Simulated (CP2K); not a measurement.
# Ga (P2_1/m) in CP2K: a series of runs

Runs on Ga. Level: PBE. Tasks: single point.

All numbers are computed with CP2K 2026.2; they aren't measurements. Logs are shortened: lines on timing, memory, paths and dates and some standing lists are left out, and cuts for length are marked.

## Step 1: Starting point

Symmetry: P2_1/m, No. 11, monoclinic system. The conventional cell has a = 2.778 Å, b = 3.282 Å, c = 4.210 Å, α = 90.00°, β = 108.61°, γ = 90.00°. Ga (site symmetry m) has 8 Ga at 2.71 to 2.84 Å as nearest neighbours.

This isn't the form of Ga at room conditions, which is orthorhombic.

## Step 2: Single point, PBE

Contents of ga_scf.inp:

```
&GLOBAL
  PROJECT ga_scf
  RUN_TYPE ENERGY_FORCE
  PRINT_LEVEL LOW
&END GLOBAL
&FORCE_EVAL
  METHOD QS
  STRESS_TENSOR ANALYTICAL
  &DFT
    BASIS_SET_FILE_NAME BASIS_MOLOPT
    POTENTIAL_FILE_NAME GTH_POTENTIALS
    &MGRID
      CUTOFF 450
      REL_CUTOFF 60
      NGRIDS 4
    &END MGRID
    &QS
      METHOD GPW
      EPS_DEFAULT 1.0E-9
    &END QS
    &KPOINTS
      SCHEME MONKHORST-PACK 10 8 7
      GAMMA_CENTERED T
      SYMMETRY T
      SYMMETRY_BACKEND SPGLIB
    &END KPOINTS
    &SCF
      SCF_GUESS ATOMIC
      EPS_SCF 1.0E-6
      MAX_SCF 100
      ADDED_MOS 5
      CHOLESKY OFF
      EPS_EIGVAL 1.0E-7
      &DIAGONALIZATION ON
        ALGORITHM STANDARD
      &END DIAGONALIZATION
      &MIXING ON
        METHOD BROYDEN_MIXING
        ALPHA 0.4
        BETA 1.5
        NBUFFER 8
      &END MIXING
      &SMEAR ON
        METHOD FERMI_DIRAC
        ELECTRONIC_TEMPERATURE 580.23
      &END SMEAR
    &END SCF
    &XC
      &XC_FUNCTIONAL PBE
      &END XC_FUNCTIONAL
    &END XC
    &PRINT
      &KPOINTS ON
      &END KPOINTS
      &MULLIKEN ON
      &END MULLIKEN
      &MO ON
        ENERGIES T
        OCCUPATION_NUMBERS T
        &EACH
          QS_SCF 0
        &END EACH
        ADD_LAST NUMERIC
      &END MO
    &END PRINT
  &END DFT
  &SUBSYS
    &CELL
      ABC 2.7784220849 3.2816087900 4.2103547521
      ALPHA_BETA_GAMMA 90.0000000000 108.6071685822 90.0000000000
      PERIODIC XYZ
    &END CELL
    &COORD
      Ga  -0.6607008214 2.4612065925 3.0731760430
      Ga  2.0956918077 0.8204021975 0.9170971333
    &END COORD
    &KIND Ga
      BASIS_SET SZV-MOLOPT-SR-GTH-q13
      POTENTIAL GTH-PBE-q13
    &END KIND
    &PRINT
      &ATOMIC_COORDINATES ON
      &END ATOMIC_COORDINATES
      &CELL ON
      &END CELL
    &END PRINT
  &END SUBSYS
  &PRINT
    &FORCES ON
    &END FORCES
    &STRESS_TENSOR ON
    &END STRESS_TENSOR
  &END PRINT
&END FORCE_EVAL
```

Potentials or basis: GTH_POTENTIALS Ga GTH-PBE-q13; SZV-MOLOPT-SR-GTH basis.

Launch:

```sh
> OMP_NUM_THREADS=1 cp2k.psmp -i ga_scf.inp -o ga_scf.out
```

ga_scf.out:

```text

 CP2K| version string:                                       CP2K version 2026.2
 CP2K| Input file name                                                ga_scf.inp

 GLOBAL| Force Environment number                                              1
 GLOBAL| Basis set file name                                        BASIS_MOLOPT
 GLOBAL| Potential file name                                      GTH_POTENTIALS
 GLOBAL| MM Potential file name                                     MM_POTENTIAL
 GLOBAL| Coordinate file name                                      __STD_INPUT__
 GLOBAL| Method name                                                        CP2K
 GLOBAL| Project name                                                     ga_scf
 GLOBAL| Run type                                                   ENERGY_FORCE
 GLOBAL| FFT library                                                       FFTW3
 GLOBAL| Diagonalization library                                       ScaLAPACK
 GLOBAL| Cholesky decomposition library                                ScaLAPACK
 GLOBAL| DGEMM library                                                      BLAS
 GLOBAL| Direct generalized diagonalization requested                          F
 GLOBAL| Matrix multiplication library                                 ScaLAPACK
 GLOBAL| Global print level                                                  LOW
 GLOBAL| Total number of message passing processes                             1
 GLOBAL| Number of threads for this process                                    1
 GLOBAL| CPU model name                                                  UNKNOWN

 CELL| Volume [angstrom^3]:                                            36.382091
 CELL| Vector a [angstrom]:       2.778     0.000     0.000   |a| =     2.778422
 CELL| Vector b [angstrom]:       0.000     3.282     0.000   |b| =     3.281609
 CELL| Vector c [angstrom]:      -1.343     0.000     3.990   |c| =     4.210355
 CELL| Angle (b,c), alpha [degree]:                                    90.000000
 CELL| Angle (a,c), beta  [degree]:                                   108.607169
 CELL| Angle (a,b), gamma [degree]:                                    90.000000
 CELL| Numerically orthorhombic:                                              NO
 CELL| Periodicity                                                           XYZ

 CELL_REF| Volume [angstrom^3]:                                        36.382091
 CELL_REF| Vector a [angstrom     2.778     0.000     0.000   |a| =     2.778422
 CELL_REF| Vector b [angstrom     0.000     3.282     0.000   |b| =     3.281609
 CELL_REF| Vector c [angstrom    -1.343     0.000     3.990   |c| =     4.210355
 CELL_REF| Angle (b,c), alpha [degree]:                                90.000000
 CELL_REF| Angle (a,c), beta  [degree]:                               108.607169
 CELL_REF| Angle (a,b), gamma [degree]:                                90.000000
 CELL_REF| Numerically orthorhombic:                                          NO
 CELL_REF| Periodicity                                                       XYZ

[... 8 lines left out ...]
 TOTAL NUMBERS AND MAXIMUM NUMBERS

  Total number of            - Atomic kinds:                                   1
                             - Atoms:                                          2
                             - Shell sets:                                     2
                             - Shells:                                         6
                             - Primitive Cartesian functions:                 12
                             - Cartesian basis functions:                     20
                             - Spherical basis functions:                     18

  Maximum angular momentum of the orbital basis functions:                     2

 MODULE QUICKSTEP: ATOMIC COORDINATES IN ANGSTROM

   Atom Kind Element         X             Y             Z       Z(eff)     Mass
      1    1 Ga   31     -0.660701      2.461207      3.073176  13.0000  69.7230
      2    1 Ga   31      2.095692      0.820402      0.917097  13.0000  69.7230

 SCF PARAMETERS         Density guess:                                    ATOMIC
[... 9 lines left out ...]
                        --------------------------------------------------------
                        level_shift [a.u.]:                             0.000000
                        added MOs                                         5    0
                        --------------------------------------------------------
                        Mixing method:                            BROYDEN_MIXING
                                                charge density mixing in g-space
                        --------------------------------------------------------
                        Smear method:                                FERMI_DIRAC
                        Electronic temperature [K]:                        580.2
                        Electronic temperature [a.u.]:                  1.84E-03
                        Accuracy threshold:                             1.00E-10
                        --------------------------------------------------------
                        No outer SCF

 *******************************************************************************
                                    Kpoints
 *******************************************************************************
 BRILLOUIN| K-point scheme                                        Monkhorst-Pack
 BRILLOUIN| K-Point grid                                            10    8    7
 BRILLOUIN| Gamma-centered k-point mesh                                     ON
 BRILLOUIN| K-point symmetry accuracy                               0.100000E-05
 BRILLOUIN| K-Point point group symmetrization                                ON
 BRILLOUIN| Symmetry backend                                             SPGLIB
 BRILLOUIN| Symmetry reduction method                                    SPGLIB
 BRILLOUIN| Wavefunction type                                            COMPLEX
 BRILLOUIN| List of Kpoints [2 Pi/Bohr]                                      180
 BRILLOUIN| Number           Weight            X              Y              Z
 BRILLOUIN|     1           0.00714       -0.40000       -0.37500       -0.42857
 BRILLOUIN|     2           0.00714       -0.40000       -0.37500       -0.28571
 BRILLOUIN|     3           0.00714       -0.40000       -0.37500       -0.14286
 BRILLOUIN|     4           0.00714       -0.40000       -0.37500        0.00000
 BRILLOUIN|     5           0.00714       -0.40000       -0.37500        0.14286
 BRILLOUIN|     6           0.00714       -0.40000       -0.37500        0.28571
[... 32 lines left out ...]
 BRILLOUIN|    39           0.00714       -0.30000       -0.37500        0.00000
 BRILLOUIN|    40           0.00714       -0.30000       -0.37500        0.14286
 [... further k-points ...]
 *******************************************************************************

 Extrapolation method: initial_guess

 Number of electrons:                                                         26
 Number of occupied orbitals:                                                 13
 Number of molecular orbitals:                                                18

 Number of orbital functions:                                                 18
 Number of independent orbital functions:                                     18

 SCF WAVEFUNCTION OPTIMIZATION

  Step     Update method      Time    Convergence         Total energy    Change
  ------------------------------------------------------------------------------
     1 NoMix/Diag. 0.40E+00    0.7     0.48041932      -149.1647764942 -1.49E+02
     2 Broy./Diag. 0.40E+00    0.8     0.00410424      -149.3309264851 -1.66E-01
     3 Broy./Diag. 0.40E+00    0.8     0.01511222      -149.1757484729  1.55E-01
     4 Broy./Diag. 0.40E+00    0.8     0.00240795      -149.1393140007  3.64E-02
     5 Broy./Diag. 0.40E+00    0.8     0.00156057      -149.1234413896  1.59E-02
     6 Broy./Diag. 0.40E+00    0.8     0.00061797      -149.1271575749 -3.72E-03
     7 Broy./Diag. 0.40E+00    0.8     0.00010915      -149.1282812325 -1.12E-03
     8 Broy./Diag. 0.40E+00    0.8     0.00012087      -149.1289838864 -7.03E-04
     9 Broy./Diag. 0.40E+00    0.8     0.00001655      -149.1290198760 -3.60E-05
    10 Broy./Diag. 0.40E+00    0.8     0.00001291      -149.1290108939  8.98E-06
    11 Broy./Diag. 0.40E+00    0.8     0.00000039      -149.1290158798 -4.99E-06

  *** SCF run converged in    11 steps ***

  Electronic density on regular grids:        -25.9999982741        0.0000017259
  Core density on regular grids:               25.9999999799       -0.0000000201
  Total charge density on r-space grids:        0.0000017059
  Total charge density g-space grids:           0.0000017059

  Overlap energy of the core charge distribution:               0.00000000001374
  Self energy of the core charge distribution:               -194.58783595830781
  Core Hamiltonian energy:                                     58.73855376030988
  Hartree energy:                                               7.17728030347583
  Exchange-correlation energy:                                -20.45689534248425
  Electronic entropic energy:                                  -0.00011864262199
  Fermi energy:                                                 0.24514179074211

  Total energy:                                              -149.12901587981543
  Total energy (extrapolated to T->0):                       -149.12895655850443

 MO| EIGENVALUES AND OCCUPATION NUMBERS FOR K POINT 1
 MO|
 MO|  Index      Eigenvalue [a.u.]        Eigenvalue [eV]             Occupation
 MO|      1              -0.310315              -8.444101               2.000000
 MO|      2              -0.308389              -8.391691               2.000000
 MO|      3              -0.307866              -8.377451               2.000000
 MO|      4              -0.305390              -8.310097               2.000000
 MO|      5              -0.301768              -8.211521               2.000000
 MO|      6              -0.299748              -8.156555               2.000000
[... 10 lines left out ...]
 MO|     17               0.577044              15.702156               0.000000
 MO|     18               0.637606              17.350133               0.000000
 MO| Sum:                                                              27.986422
 MO| E(Fermi):            0.245142 a.u.          6.670647 eV
 MO| Band gap:            0.071242 a.u.          1.938598 eV

 MO| EIGENVALUES AND OCCUPATION NUMBERS FOR K POINT 2
 MO|
 MO|  Index      Eigenvalue [a.u.]        Eigenvalue [eV]             Occupation
 MO|      1              -0.310020              -8.436069               2.000000
 MO|      2              -0.309407              -8.419390               2.000000
 MO|      3              -0.306929              -8.351975               2.000000
 MO|      4              -0.305093              -8.302006               2.000000
 MO|      5              -0.301636              -8.207927               2.000000
 MO|      6              -0.300625              -8.180418               2.000000
[... 284 lines left out ...]
 MO| EIGENVALUES AND OCCUPATION NUMBERS FOR K POINT 14
 MO|
 MO|  Index      Eigenvalue [a.u.]        Eigenvalue [eV]             Occupation
 MO|      1              -0.310694              -8.454417               2.000000
 MO|      2              -0.308003              -8.381193               2.000000
 MO|      3              -0.305637              -8.316810               2.000000
 MO|      4              -0.304815              -8.294447               2.000000
 MO|      5              -0.303528              -8.259407               2.000000
 MO|      6              -0.300000              -8.163426               2.000000
[... 10 lines left out ...]
 MO|     17               0.534682              14.549433               0.000000
 MO|     18               0.657677              17.896290               0.000000
 MO| Sum:                                                              26.000000
 MO| E(Fermi):            0.245142 a.u.          6.670647 eV

 [... the levels of further k-points ...]

 !-----------------------------------------------------------------------------!
                     Mulliken Population Analysis

 #  Atom  Element  Kind  Atomic population                           Net charge
       1     Ga       1         13.000000                              0.000000
       2     Ga       1         13.000000                             -0.000000
 # Total charge                             26.000000                  0.000000

 !-----------------------------------------------------------------------------!

 ENERGY| Total FORCE_EVAL ( QS ) energy [hartree]           -149.129020777364985

 FORCES| Atomic forces [hartree/bohr]
 FORCES|   Atom     x               y               z               |f|
 FORCES|      1 -1.60626315E-03 -1.02520591E-03 -1.18481766E-02   1.20004340E-02
 FORCES|      2  1.60626317E-03  1.02520982E-03  1.18481771E-02   1.20004349E-02
 FORCES| Sum     2.70284385E-11  3.90985604E-09  4.84411733E-10
 FORCES| Total atomic force                                       3.93984258E-09

 STRESS| Analytical stress tensor [bar]
 STRESS|                        x                   y                   z
 STRESS|      x        6.64013314299E+04  -3.30810460694E+02  -7.58621352276E+03
 STRESS|      y       -3.30810460694E+02   9.01163409438E+04  -5.28049315091E+02
 STRESS|      z       -7.58621352276E+03  -5.28049315091E+02   6.09576997454E+04
 STRESS| 1/3 Trace                                             7.24917907063E+04
 STRESS| Determinant                                           3.59547339078E+14

 STRESS| Eigenvectors and eigenvalues of the analytical stress tensor [bar]
 STRESS|                        1                   2                   3
 STRESS| Eigenvalues   5.56085865245E+04   7.17391647464E+04   9.01276208481E+04
 STRESS|      x           0.575329557586      0.817873350543     -0.008892841999
 STRESS|      y           0.018028501315     -0.001810729731      0.999835833724
 STRESS|      z           0.817722980788     -0.575395432488     -0.015786797111
```

Wall time 10 s (1 thread of Arm Neoverse V2, shared host); peak memory 0.21 GiB.

What came out:

| Property | Result |
| --- | --- |
| Free energy | -4058.0070 eV |
| Pressure | 7.2 GPa |
| Largest force | 0.617 eV/Å |
| Band gap on the k mesh | none (metal or under the smearing width) |

Forces in eV/Å, atoms in the order of the input:
```
Ga  -0.083 -0.053 -0.609
Ga   0.083  0.053  0.609
```

Levels at points of the mesh, in eV from the Fermi level:
```tsv
k point	band 9	band 10	band 11	band 12	band 13	band 14	band 15	band 16	band 17	band 18
(0.00, 0.00, 0.00)	-14.75	-14.59	-11.77	-2.55	-1.15	1.54	9.92	11.02	11.50	11.87
(0.00, 0.50, 0.00)	-14.67	-14.67	-8.30	-8.30	1.93	1.93	3.92	3.92	11.79	11.79
(0.50, 0.00, 0.00)	-14.65	-14.64	-6.63	-5.84	-1.81	1.00	6.18	6.96	9.81	11.73
(0.50, 0.50, 0.00)	-14.63	-14.63	-3.28	-3.28	-1.79	-1.79	2.22	2.22	7.74	7.74
```

Caveat: a minimal basis gives rough bond lengths, pressures and levels; the basis of atomic orbitals isn't converged, which shifts pressures, moduli and gaps.

(Continued in part 2 of 2.)
